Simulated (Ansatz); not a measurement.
Set up this calculation in Ansatz 0.2.0, as the native input.

* Task: band structure
* Functional: PBEsol
* Potentials or basis: Ansatz PAW
* Cutoff: 420 eV (not typed: the program's choice for these potentials)
* k mesh: 12 × 12 × 12
* Occupations: fermi-dirac, width 0.05 eV
* Spin: spin-orbit coupling, no magnetisation
* Path: [["G", "X", "Y", "S", "G", "Z", "S1", "N", "P", "Y1", "Z"], ["X", "P"]]
* Points for each segment of the path: 14

Crystal: Si2Mo.

```xyz
3
Lattice="-1.6000 1.6000 3.9305 1.6000 -1.6000 3.9305 1.6000 1.6000 -3.9305" Properties=species:S:1:pos:R:3 pbc="T T T"
Mo    0.0000    0.0000    0.0000
Si    0.0000    0.0000    5.2433
Si    0.0000    0.0000    2.6177
```

The input as run:

input.yaml

```yaml
crystal:
  lattice:
    - [-1.6, 1.6, 3.9305]
    - [1.6, -1.6, 3.9305]
    - [1.6, 1.6, -3.9305]
  atoms:
    - { symbol: Mo, position: [0.0, 0.0, 0.0] }
    - { symbol: Si, position: [0.667, 0.667, 0.0] }
    - { symbol: Si, position: [0.333, 0.333, 0.0] }
hamiltonian:
  xc: pbesol
  pseudopotentials: { kind: paw_fr }
magnetization:
  noncollinear: true
  spin_orbit: true
kpoints:
  mp_grid: { grid: [12, 12, 12] }
  band_path:
    path:
      - [[0.0, 0.0, 0.0], [-0.5, 0.5, 0.0], [-0.5, 0.5, -0.0828541695], [-0.2914270847, 0.2914270847, -0.2914270847], [0.0, 0.0, 0.0], [0.5, 0.5, -0.5], [0.2914270847, 0.7085729153, -0.7085729153], [0.0, 0.5, -0.5], [-0.25, 0.75, -0.25], [0.0828541695, 0.9171458305, -0.5], [0.5, 0.5, -0.5]]
      - [[-0.5, 0.5, 0.0], [-0.25, 0.75, -0.25]]
    npoints: 14
scf:
  occupations: { method: fermi_dirac, width: 0.05 }
  n_extra_bands: 7
output:
  forces: true
  stress: true
  eigenvalues: true
  fatbands: false
```

Potentials or basis: Ansatz PAW.

Launch:

```bash
$ ansatz run input.yaml --threads 2 --pin off --max-ram 5632MiB --backend cpu --events-out ev --progress --plain --runs-dir out
```

Results of the run:

The pressure is -2.7 GPa, the largest force is 0.325 eV/Å and the band gap on the k mesh is none (metal or under the smearing width).

Caveat: the PAW data sets come from PBE, with cores solved anew for the run's functional, which leaves a small shift of forces and pressure.

It took 44 s on 2 threads of Arm Neoverse V1, on a shared host, peak memory 0.65 GiB.
